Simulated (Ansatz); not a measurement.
## Elastic constants of TaN at 3 GPa (stress–strain coefficients): input and output

Level of theory: Ansatz 0.2.0, DFT PBEsol, scalar-relativistic, plane waves, PAW.

Launched with:
```bash
ansatz run input.yaml --threads 1 --pin off --max-ram 3072MiB --backend cpu --events-out ev --progress --plain --runs-dir out
```

Input (bare energies are in eV):
```yaml
crystal:
  lattice:
    - [0.0, 2.1823948471, 2.1823948471]
    - [2.1823948471, 0.0, 2.1823948471]
    - [2.1823948471, 2.1823948471, 0.0]
  atoms:
    - { symbol: Ta, position: [0.5, 0.5, 0.5] }
    - { symbol: "N", position: [0.0, 0.0, 0.0] }
basis:
  ecutwfc: 420
kpoints:
  mp_grid: { grid: [16, 16, 16] }
hamiltonian:
  xc: pbesol
scf:
  occupations: { method: fermi_dirac, width: 0.15 }
output:
  forces: true
  stress: true
  eigenvalues: true
elastic:
  mode: relaxed_ion
  amplitude: 0.005
```

From the output:
```
--- Elastic constants: 2 strain directions × 4 members + reference (group order 48) ---
  dense FFT box of the reference and of every strained cell: 24×24×24
  strains applied: 11, 23; error gains: componentwise 1.00 (the most a stress slope's error grows in a printed constant), spectral 1.73 (1 for all six strains in a standard setting)
  C = ∂σ_k/∂η_j (tension-positive GPa; Voigt order 11 22 33 23 13 12):
       802.609    151.580    151.580     -0.000     -0.000     -0.000
       151.580    802.609    151.580      0.000     -0.000      0.000
       151.580    151.580    802.609      0.000      0.000     -0.000
         0.000     -0.000     -0.000     61.475      0.000     -0.000
        -0.000      0.000      0.000     -0.000     61.475      0.000
         0.000     -0.000      0.000     -0.000     -0.000     61.475
  reference stress σ⁰ (GPa):     -2.998     -2.998     -2.998      0.000      0.000      0.000
  C* (energy form; C + prestress term) asymmetry max|C*_kj − C*_jk| = 2.842e-14 GPa — a small one proves nothing (zero by symmetry where the batch's group is 432, −43m or m−3m); a large one is finite-difference/SCF noise where every solve ...
  moduli (Voigt/Reuss/Hill, GPa): K = 368.59/368.59/368.59   G = 167.09/91.00/129.05   E = 346.68   ν = 0.343
  mechanically stable: yes (min eigenvalue of sym C = 61.47 GPa)
  strain η (Voigt 11):  stress-route row diagonal C_11 = 802.61 GPa, energy-path curvature d²(F+E_count+ΔE)/dδ²/Ω₀ = 802.48 GPa
    cells at ±δ against ±2δ: C11 802.72 and 803.06 GPa, apart by 0.04 % of the column's largest entry
         δ    σ_11 (GPa) F (eV) n_scf n_hpsi n_pw
    -1.000e-2     -11.5427      -10187.0776571       7   85348    415   relax 0 steps, max|allowed force component| 4.19e-30 eV/Å
    -5.000e-3      -7.1392      -10187.0837013       4   75131    416   relax 0 steps, max|allowed force component| 3.35e-29 eV/Å
     5.000e-3       0.8880      -10187.0876490       4   74921    423   relax 0 steps, max|allowed force component| 3.59e-29 eV/Å
     1.000e-2       4.5185      -10187.0858875       6   76297    427   relax 0 steps, max|allowed force component| 5.52e-30 eV/Å
  strain η (Voigt 23):  stress-route row diagonal C_44 = 61.47 GPa, energy-path curvature d²(F+E_count+ΔE)/dδ²/Ω₀ = 62.96 GPa
    cells at ±δ against ±2δ: C44 61.59 and 61.95 GPa, apart by 0.58 % of the column's largest entry
         δ    σ_23 (GPa) F (eV) n_scf n_hpsi n_pw
    -1.000e-2      -0.6195      -10187.0865635       6  142383    417   relax 0 steps, max|allowed force component| 5.29e-29 eV/Å
    -5.000e-3      -0.3080      -10187.0868743       4  130577    416   relax 0 steps, max|allowed force component| 2.98e-29 eV/Å
     5.000e-3       0.3080      -10187.0868743       4  127688    416   relax 0 steps, max|allowed force component| 4.35e-29 eV/Å
     1.000e-2       0.6195      -10187.0865635       6  125992    417   relax 0 steps, max|allowed force component| 3.16e-29 eV/Å
```

The run took 82 s on 1 thread of Intel(R) Xeon(R) Platinum 8175M CPU @ 2.50GHz (Skylake/Cascade Lake), on a shared host, peak memory 0.52 GiB.

In a metal, frequencies and elastic constants depend on the k mesh and the smearing, soft modes and shear constants most. Spin–orbit coupling is left out, which can shift energies with elements as heavy as these.

This rock-salt form isn't the usual stable structure of the compound at low pressure.